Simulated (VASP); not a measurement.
# InAs (F-43m) in VASP: a series of runs, part 2 of 2

VASP 6.6.1. Earlier steps stand in the parts before.

### 3 Single point, PBE, collinear spin, ferromagnetic start

This run uses another cell than the first one, of 29.72 Å³/atom, 1.020 times its volume.

Contents of INCAR:

```
SYSTEM = InAs
PREC = Accurate
ENCUT = 520
EDIFF = 1E-7
ISMEAR = 0
SIGMA = 0.01
LREAL = .FALSE.
LASPH = .TRUE.
NELM = 150
ALGO = Normal
ISIF = 2
LWAVE = .FALSE.
LCHARG = .FALSE.
ISPIN = 2
MAGMOM = 0.5 0
LORBIT = 11
GGA = PE
NBANDS = 20
```

Contents of KPOINTS:

```
Automatic mesh
0
G
  8 8 8
  0 0 0
```

Contents of POSCAR:

```
InAs
1.0
    0.0000000000      3.0973798360      3.0973798360
    3.0973798360      0.0000000000      3.0973798360
    3.0973798360      3.0973798360      0.0000000000
In As
1 1
Direct
    0.0000000000      0.0000000000      0.0000000000
    0.7500000000      0.7500000000      0.7500000000
```

Potentials or basis: VASP PAW PBE potentials, release 64 (In_d, As).

Launch:

```
cat potpaw_PBE.64/In_d/POTCAR potpaw_PBE.64/As/POTCAR > POTCAR
mpirun -np 1 vasp_std > vasp.out
```

OUTCAR:

```text
SYSTEM = InAs
   PREC = Accurate
   ENCUT = 520
   EDIFF = 1E-7
   ISMEAR = 0
   LREAL = .FALSE.
   LASPH = .TRUE.
   NELM = 150
   ISIF = 2
   ISPIN = 2
   LORBIT = 11
   GGA = PE

 ion  position               nearest neighbor table
   1  0.000  0.000  0.000-   2 2.68   2 2.68   2 2.68   2 2.68
   2  0.750  0.750  0.750-   1 2.68   1 2.68   1 2.68   1 2.68

  LATTYP: Found a face centered cubic cell.
 ALAT       =     6.1947596720

  Lattice vectors:

 A1 = (   0.0000000000,   3.0973798360,   3.0973798360)
 A2 = (   3.0973798360,   0.0000000000,   3.0973798360)
 A3 = (   3.0973798360,   3.0973798360,   0.0000000000)

Analysis of symmetry for initial positions (statically):
=====================================================================
 Subroutine PRICEL returns:
 Original cell was already a primitive cell.

 Routine SETGRP: Setting up the symmetry group for a
 face centered cubic supercell.

 Subroutine GETGRP returns: Found 24 space group operations
 (whereof 24 operations were pure point group operations)
 out of a pool of 48 trial point group operations.

[... 744 lines left out ...]
 k-point     1 :       0.0000    0.0000    0.0000
  band No.  band energies     occupation
      1     -10.4575      1.00000
      2     -10.4575      1.00000
      3     -10.4575      1.00000
      4     -10.3592      1.00000
      5     -10.3592      1.00000
      6      -7.6129      1.00000
[... 541 lines left out ...]
     19      18.3465      0.00000
     20      19.6092      0.00000

 [... further k-points ...]
[... 5 lines left out ...]
  --------------------------------------------------------------------------------------
  -------------------------------------------------------------------------------------
  Total       -0.0514745     -0.0514745     -0.0514745     -0.0000000      0.0000000      0.0000000
  in kB       -1.3876799     -1.3876799     -1.3876799     -0.0000000      0.0000000      0.0000000
  external PRESSURE =      -1.3876799 kB  Pullay stress =       0.0000000 kB

 VOLUME and BASIS-vectors are now :
 -----------------------------------------------------------------------------
  energy-cutoff  :      520.00
  volume of cell :       59.43
      direct lattice vectors                 reciprocal lattice vectors
     0.000000000  3.097379836  3.097379836    -0.161426763  0.161426763  0.161426763
     3.097379836  0.000000000  3.097379836     0.161426763 -0.161426763  0.161426763
     3.097379836  3.097379836  0.000000000     0.161426763  0.161426763 -0.161426763

 POSITION                                       TOTAL-FORCE (eV/Angst)
 -----------------------------------------------------------------------------------
      0.00000      0.00000      0.00000         0.000000      0.000000      0.000000
      4.64607      4.64607      4.64607        -0.000000     -0.000000     -0.000000
 -----------------------------------------------------------------------------------
    total drift:                                0.000000      0.000000      0.000000

  FREE ENERGIE OF THE ION-ELECTRON SYSTEM (eV)
  ---------------------------------------------------
  free  energy   TOTEN  =        -7.7162301612 eV

  energy  without entropy=       -7.7162000318  energy(sigma->0) =       -7.71621510

 total charge

# of ion       s       p       d       tot
------------------------------------------
    1        0.850   0.667   9.880  11.396
    2        1.226   1.524   0.019   2.769
--------------------------------------------------
tot          2.076   2.191   9.898  14.165

 magnetization (x)

# of ion       s       p       d       tot
------------------------------------------
    1       -0.000  -0.000   0.000  -0.000
    2       -0.000   0.000   0.000   0.000
--------------------------------------------------
tot         -0.000   0.000   0.000  -0.000
```

It took 2.8 min on 1 thread of AMD EPYC 7R13, shared host; peak memory 0.24 GiB.

What came out:

| Property | Result |
| --- | --- |
| Free energy | -7.7162 eV |
| Pressure | -0.1 GPa |
| Band gap on the k mesh | zero (filled and empty bands touch) |
| Net moment | 0.00 μB per cell |
| Valence electrons inside the program's atomic spheres | In 11.40; As 2.77 |

Caveat: spin-orbit coupling is left out, which moves the levels of the heavy elements.

### 4 Single point, PBE, collinear spin, ferromagnetic start

This run uses another cell than the first one, of 30.35 Å³/atom, 1.042 times its volume.

Contents of INCAR:

```
SYSTEM = InAs
ALGO = Normal ; EDIFF = 1E-6
ENCUT = 520 ; GGA = PE
ISIF = 2 ; ISMEAR = 0
ISPIN = 2 ; LASPH = .True.
LCHARG = .False. ; LORBIT = 11
LREAL = .False. ; LWAVE = .False.
MAGMOM = 0.5 0 ; NBANDS = 20
NELM = 150 ; PREC = Accurate
SIGMA = 0.01
```

Contents of KPOINTS:

```
k-points
0
Gamma
  8 8 8
  0 0 0
```

Contents of POSCAR:

```
InAs
1.0
    0.0000000000      3.1191930888      3.1191930888
    3.1191930888      0.0000000000      3.1191930888
    3.1191930888      3.1191930888      0.0000000000
In As
1 1
Direct
    0.0000000000      0.0000000000      0.0000000000
    0.7500000000      0.7500000000      0.7500000000
```

Launch:

```
cat potpaw_PBE.64/In_d/POTCAR potpaw_PBE.64/As/POTCAR > POTCAR
mpirun -np 1 vasp_std > vasp.out
```

Run time: 2 min. Hardware: 1 thread of AMD EPYC 7R13, shared host; peak memory 0.24 GiB.

Results (log left out):

* Free energy: -7.7115 eV
* Pressure: -1.1 GPa
* Band gap on the k mesh: zero (filled and empty bands touch)
* Net moment: 0.00 μB per cell
* Valence electrons inside the program's atomic spheres: In 11.38; As 2.76

Levels at points of the mesh, in eV from the Fermi level:
Spin up:
| k point | band 7 | band 8 | band 9 | band 10 | band 11 | band 12 |
| --- | --- | --- | --- | --- | --- | --- |
| (0.00, 0.00, 0.00) | -0.67 | 0.00 | 0.00 | 0.00 | 3.85 | 3.85 |
| (0.50, 0.00, 0.00) | -5.33 | -0.86 | -0.86 | 0.76 | 4.61 | 4.61 |
| (0.50, 0.50, 0.00) | -5.46 | -2.03 | -2.03 | 1.69 | 2.02 | 8.60 |
Spin down:
```tsv
k point	band 7	band 8	band 9	band 10	band 11	band 12
(0.00, 0.00, 0.00)	-0.67	0.00	0.00	0.00	3.85	3.85
(0.50, 0.00, 0.00)	-5.33	-0.86	-0.86	0.76	4.61	4.61
(0.50, 0.50, 0.00)	-5.46	-2.03	-2.03	1.69	2.02	8.60
```

Caveat: spin-orbit coupling is left out, which moves the levels of the heavy elements.

### 5 Single point, PBE, collinear spin, ferromagnetic start

This run uses another cell than the first one, of 30.98 Å³/atom, 1.063 times its volume.

Contents of INCAR:

```
ALGO = Normal
EDIFF = 1E-7
ENCUT = 520
GGA = PE
ISIF = 2
ISMEAR = 0
ISPIN = 2
LASPH = T
LCHARG = F
LORBIT = 11
LREAL = F
LWAVE = F
MAGMOM = 0.5 0
NBANDS = 20
NELM = 150
PREC = Accurate
SIGMA = 0.01
```

Contents of KPOINTS:

```
k-points
0
Gamma
  8 8 8
```

Contents of POSCAR:

```
InAs
1.0
    0.0000000000      3.1407054450      3.1407054450
    3.1407054450      0.0000000000      3.1407054450
    3.1407054450      3.1407054450      0.0000000000
In As
1 1
Direct
    0.0000000000      0.0000000000      0.0000000000
    0.7500000000      0.7500000000      0.7500000000
```

Launch:

```
cat potpaw_PBE.64/In_d/POTCAR potpaw_PBE.64/As/POTCAR > POTCAR
mpirun -np 1 vasp_std > vasp.out
```

It took 2.3 min on 1 thread of AMD EPYC 7R13, shared host; peak memory 0.24 GiB.

Results (log left out):

| Item | Value |
| --- | --- |
| Free energy | -7.6996 eV |
| Pressure | -1.9 GPa |
| Band gap on the k mesh | zero (filled and empty bands touch) |
| Net moment | 0.00 μB per cell |
| Valence electrons inside the program's atomic spheres | In 11.36; As 2.74 |

Levels at points of the mesh, in eV from the Fermi level:
Spin up:
| k point | band 6 | band 7 | band 8 | band 9 | band 10 | band 11 | band 12 | band 13 |
| --- | --- | --- | --- | --- | --- | --- | --- | --- |
| (0.00, 0.00, 0.00) | -11.19 | -0.77 | 0.00 | 0.00 | 0.00 | 3.84 | 3.84 | 3.84 |
| (0.50, 0.00, 0.00) | -10.05 | -5.24 | -0.84 | -0.84 | 0.72 | 4.59 | 4.59 | 6.65 |
| (0.50, 0.50, 0.00) | -9.62 | -5.39 | -1.97 | -1.97 | 1.72 | 2.01 | 8.49 | 8.49 |
Spin down:
| k point | band 7 | band 8 | band 9 | band 10 | band 11 | band 12 |
| --- | --- | --- | --- | --- | --- | --- |
| (0.00, 0.00, 0.00) | -0.77 | 0.00 | 0.00 | 0.00 | 3.84 | 3.84 |
| (0.50, 0.00, 0.00) | -5.24 | -0.84 | -0.84 | 0.72 | 4.59 | 4.59 |
| (0.50, 0.50, 0.00) | -5.39 | -1.97 | -1.97 | 1.72 | 2.01 | 8.49 |

Caveat: spin-orbit coupling is left out, which moves the levels of the heavy elements.

### 6 Single point, PBE, collinear spin, ferromagnetic start

This run uses another cell than the first one, of 31.61 Å³/atom, 1.085 times its volume.

Contents of INCAR:

```
SYSTEM = InAs
PREC = Accurate ; ENCUT = 520
EDIFF = 1E-6 ; ISMEAR = 0
SIGMA = 0.01 ; LREAL = .FALSE.
LASPH = .TRUE. ; NELM = 150
ALGO = Normal ; ISIF = 2
LWAVE = .FALSE. ; LCHARG = .FALSE.
ISPIN = 2 ; MAGMOM = 0.5 0
LORBIT = 11 ; GGA = PE
NBANDS = 20
```

Contents of KPOINTS:

```
Automatic mesh
0
G
  8 8 8
  0 0 0
```

Contents of POSCAR:

```
InAs
1.0
    0.0000000000      3.1619270715      3.1619270715
    3.1619270715      0.0000000000      3.1619270715
    3.1619270715      3.1619270715      0.0000000000
In As
1 1
Direct
    0.0000000000      0.0000000000      0.0000000000
    0.7500000000      0.7500000000      0.7500000000
```

Potentials or basis: VASP PAW PBE potentials, release 64 (In_d, As).

Launch:

```
cat potpaw_PBE.64/In_d/POTCAR potpaw_PBE.64/As/POTCAR > POTCAR
mpirun -np 1 vasp_std > vasp.out
```

Wall time 2.2 min (1 thread of AMD EPYC 7R13, shared host); peak memory 0.24 GiB.

It converged, with:

- Free energy: -7.6815 eV
- Pressure: -2.7 GPa
- Band gap on the k mesh: zero (filled and empty bands touch)
- Net moment: 0.00 μB per cell
- Valence electrons inside the program's atomic spheres: In 11.34; As 2.73

Levels at points of the mesh, in eV from the Fermi level:
Spin up:
| k point | band 5 | band 6 | band 7 | band 8 | band 9 | band 10 | band 11 | band 12 | band 13 | band 14 |
| --- | --- | --- | --- | --- | --- | --- | --- | --- | --- | --- |
| (0.00, 0.00, 0.00) | -14.10 | -11.08 | -0.87 | 0.00 | 0.00 | 0.00 | 3.83 | 3.83 | 3.83 | 7.06 |
| (0.50, 0.00, 0.00) | -14.10 | -9.99 | -5.15 | -0.81 | -0.81 | 0.68 | 4.57 | 4.57 | 6.60 | 8.39 |
| (0.50, 0.50, 0.00) | -14.09 | -9.58 | -5.31 | -1.91 | -1.91 | 1.74 | 2.00 | 8.35 | 8.35 | 8.37 |
Spin down:
| k point | band 7 | band 8 | band 9 | band 10 | band 11 | band 12 |
| --- | --- | --- | --- | --- | --- | --- |
| (0.00, 0.00, 0.00) | -0.87 | 0.00 | 0.00 | 0.00 | 3.83 | 3.83 |
| (0.50, 0.00, 0.00) | -5.15 | -0.81 | -0.81 | 0.68 | 4.57 | 4.57 |
| (0.50, 0.50, 0.00) | -5.31 | -1.91 | -1.91 | 1.74 | 2.00 | 8.35 |

Caveat: spin-orbit coupling is left out, which moves the levels of the heavy elements.

### 7 The runs side by side

| level | spin | cell | gap on the mesh (eV) | pressure (GPa) | moment (μB) |
| --- | --- | --- | --- | --- | --- |
| PBEsol+D3(BJ) | off | a = 4.352 Å, angles 60.0°, 2 atoms | none | -3.3 | - |
| PBE | collinear, ferromagnetic start | a = 4.380 Å, angles 60.0°, 2 atoms | none | -0.1 | 0.00 |
| PBE | collinear, ferromagnetic start | a = 4.411 Å, angles 60.0°, 2 atoms | none | -1.1 | 0.00 |
| PBE | collinear, ferromagnetic start | a = 4.442 Å, angles 60.0°, 2 atoms | none | -1.9 | 0.00 |
| PBE | collinear, ferromagnetic start | a = 4.472 Å, angles 60.0°, 2 atoms | none | -2.7 | 0.00 |

Alike in all rows: task single point; potentials or basis VASP PAW PBE potentials, release 64 (In_d, As); k mesh 8 × 8 × 8; cutoff (eV) 520; smearing gaussian 0.01 eV.

Caveats: spin-orbit coupling is left out, which moves the levels of the heavy elements; three body term missing (some runs); the PAW data sets were made with another functional, which shifts forces and pressure a little (some runs); pairwise dispersion overbinds metals, which lowers pressure and volume (some runs).

Absolute energies hang on the potentials; compare differences alone.

### 8 How close it comes

Step 3. Measured gap of InAs: 0.418 eV (direct; 4.2 K; a printed reference work, data compilation). This calculation gives 0.00 eV (-0.42 eV). Spin-orbit coupling on As, In is left out. The value is that of PBE on a finite k mesh, which can miss the band edges, without temperature or zero-point motion. Semilocal functionals fall short of measured gaps as a rule.

Step 4. A measured gap of InAs is 0.418 eV (direct; 4.2 K; a printed reference work, data compilation); the calculated 0.00 eV misses it by -0.42 eV. Spin-orbit coupling on As, In is left out. The value is that of PBE on a finite k mesh, which can miss the band edges, without temperature or zero-point motion. Semilocal functionals fall short of measured gaps as a rule.

Step 5. A measured gap of InAs is 0.418 eV (direct; 4.2 K; a printed reference work, data compilation); the calculated 0.00 eV misses it by -0.42 eV. Spin-orbit coupling on As, In is left out. The value is that of PBE on a finite k mesh, which can miss the band edges, without temperature or zero-point motion. Semilocal functionals fall short of measured gaps as a rule.

Step 6. Against the measured gap of InAs, 0.418 eV (direct; 4.2 K; a printed reference work, data compilation), the calculated 0.00 eV is off by -0.42 eV. Spin-orbit coupling on As, In is left out. The value is that of PBE on a finite k mesh, which can miss the band edges, without temperature or zero-point motion. Semilocal functionals fall short of measured gaps as a rule.
